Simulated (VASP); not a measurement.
VASP 6.6.1 run: LiF

INCAR

```
SIGMA = 0.01
LASPH = .TRUE.
NELM = 120
LCHARG = .FALSE.
ISIF = 2
NSW = 0
PREC = Medium
LWAVE = .FALSE.
NBANDS = 12
EDIFF = 1E-7
IBRION = -1
ENCUT = 520
LREAL = .FALSE.
ISMEAR = 0
ALGO = Normal
METAGGA = R2SCAN
```

KPOINTS

```
KPOINTS created by Atomic Simulation Environment
0
Gamma
10 10 10
0 0 0
```

POSCAR

```
Li F
 1.0000000000000000
     0.0000000000000000    2.1330296528999999    2.1446105497999999
     2.1330296528999999    0.0000000000000000    2.1446105497999999
     2.1330296528999999    2.1330296528999999    0.0000000000000000
 Li  F
   1   1
Cartesian
  0.0000000000000000  0.0000000000000000  0.0000000000000000
  1.0665148264500000  1.0665148264500000  1.0723052748999999
```

The recommended PBE PAW datasets give the neutral cell 10 valence electrons.

Command

```
mpirun -np 1 vasp_std
```

Problem. Predict the outcome of this run.

Solution. It converged. Results: gap between bands v and c on the k mesh 8.84 eV; least direct gap on the k mesh 8.84 eV; pressure -0.1 GPa. Band v is the last that the valence electrons fill when counted band by band, and c is the next.

OSZICAR

```
N       E                     dE             d eps       ncg     rms          rms(c)
DAV:   1     0.297369745649E+02    0.29737E+02   -0.52557E+03  2504   0.848E+02
DAV:   2    -0.138563156359E+02   -0.43593E+02   -0.42683E+02  2988   0.193E+02
DAV:   3    -0.151654259061E+02   -0.13091E+01   -0.13037E+01  3260   0.296E+01
DAV:   4    -0.151839934640E+02   -0.18568E-01   -0.18566E-01  2896   0.401E+00
DAV:   5    -0.151842616574E+02   -0.26819E-03   -0.26819E-03  3352   0.383E-01    0.455E+00
DAV:   6    -0.117598201867E+02    0.34244E+01   -0.11903E+00  2760   0.715E+00    0.157E+00
DAV:   7    -0.117922296702E+02   -0.32409E-01   -0.47062E-01  2996   0.471E+00    0.129E+00
DAV:   8    -0.118947300692E+02   -0.10250E+00   -0.73602E-01  2616   0.611E+00    0.221E+00
DAV:   9    -0.118051887621E+02    0.89541E-01   -0.47571E-01  2568   0.447E+00    0.116E-01
DAV:  10    -0.118048530065E+02    0.33576E-03   -0.39448E-03  2748   0.623E-01    0.170E-01
DAV:  11    -0.118044745330E+02    0.37847E-03   -0.16584E-03  2744   0.292E-01    0.261E-02
DAV:  12    -0.118044422807E+02    0.32252E-04   -0.80040E-05  3172   0.744E-02    0.234E-03
DAV:  13    -0.118044369333E+02    0.53475E-05   -0.15828E-06  3020   0.123E-02    0.124E-03
DAV:  14    -0.118044353187E+02    0.16146E-05   -0.33206E-08  3124   0.223E-03    0.121E-03
DAV:  15    -0.118044356907E+02   -0.37204E-06   -0.85021E-08  1704   0.199E-03    0.225E-04
DAV:  16    -0.118044358402E+02   -0.14949E-06   -0.48727E-09  1484   0.670E-04    0.132E-05
DAV:  17    -0.118044358541E+02   -0.13921E-07   -0.20846E-10  1420   0.144E-04
   1 F= -.11804436E+02 E0= -.11804436E+02  d E =-.973061E-78
```

For comparison, a separate r²SCAN run of the intended cell, on usual settings and not on those above, gives a gap of 8.82 eV on its mesh and a pressure of 0.3 GPa.
